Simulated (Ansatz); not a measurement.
## Levels of theory for HfSiO4 (tetragonal HfO2 sites, P2_1/m)

All numbers come from Ansatz 0.2.0. Values at 0 K without nuclear motion; no magnetic order is allowed, and the phase may be a hypothetical one.

HfSiO4 on the sites of tetragonal HfO2 (relaxed group P2_1/m) (it has left that coordination), relaxed with r2SCAN. The symmetry is P2_1/m (No. 11, monoclinic); a = 5.351 Å, b = 3.580 Å, c = 6.809 Å, β = 101.7° in the conventional setting, 10.64 Å³ an atom. Around Hf lie 7 O at 1.92–2.42 Å; around O lie 1 Si at 1.69 Å and 3 Hf at 2.25–2.42 Å; around O lie 1 Si at 1.71 Å and 2 Hf at 2.03 Å; around Si lie 5 O at 1.63–1.82 Å; around O lie 1 Si at 1.63 Å and 1 Hf at 1.92 Å; around O lie 2 Si at 1.82 Å and 1 Hf at 2.17 Å.

Band edges at fixed r2SCAN geometry:
```json
{"level": "PBE", "k mesh": "6×8×4", "gap (eV)": "4.68", "kind": "indirect", "edges": "D–B (0.25) → Γ", "least direct gap (eV)": "4.84"}
{"level": "PBE+SOC", "k mesh": "6×8×4", "gap (eV)": "4.66", "kind": "indirect", "edges": "D–B (0.25) → Γ", "least direct gap (eV)": "4.82"}
{"level": "r2SCAN", "k mesh": "6×8×4", "gap (eV)": "5.21", "kind": "indirect", "edges": "D–B (0.25) → Γ", "least direct gap (eV)": "5.38"}
{"level": "HSE06", "k mesh": "4×4×2", "gap (eV)": "6.36", "kind": "indirect", "edges": "D–B (0.25) → Γ", "least direct gap (eV)": "6.57"}
{"level": "PBE0", "k mesh": "4×4×2", "gap (eV)": "7.13", "kind": "indirect", "edges": "D–B (0.25) → Γ", "least direct gap (eV)": "7.35"}
```
PBE: smearing of 0.02 eV; the others have fixed occupations.
Wave cutoffs: 420 eV, 500 eV (r2SCAN).
Points off the special ones are mesh points or PBE's searched band edges, reused at the other levels.

HSE06 gives an indirect gap of 6.36 eV, from D–B (0.25 of the way from D) to Γ; the least direct gap is 6.57 eV at D–B (0.40 of the way from D). Spin-orbit coupling changes the PBE gap by -0.01 eV, to 4.66 eV.

r2SCAN covers 32 % of the step from PBE to HSE06. For gaps to 0.1 eV, spin-orbit coupling (up to 0.02 eV here) can be left out. Among these functionals the gap stays indirect.

r2SCAN (ground state on 4×6×4): The electronic dielectric tensor ε∞ is 3.65, 3.85 and 3.75 along x, y and z. Born charges, averaged over directions: Hf +4.68, O -2.31 to -2.06, Si +3.88 e. The program notes that the ground state's band table doesn't vouch for all the bands that the response reads.

Only the levels marked +SOC include spin-orbit coupling.

The meshes of the hybrids are coarse, so their gaps aren't converged to the digits shown.
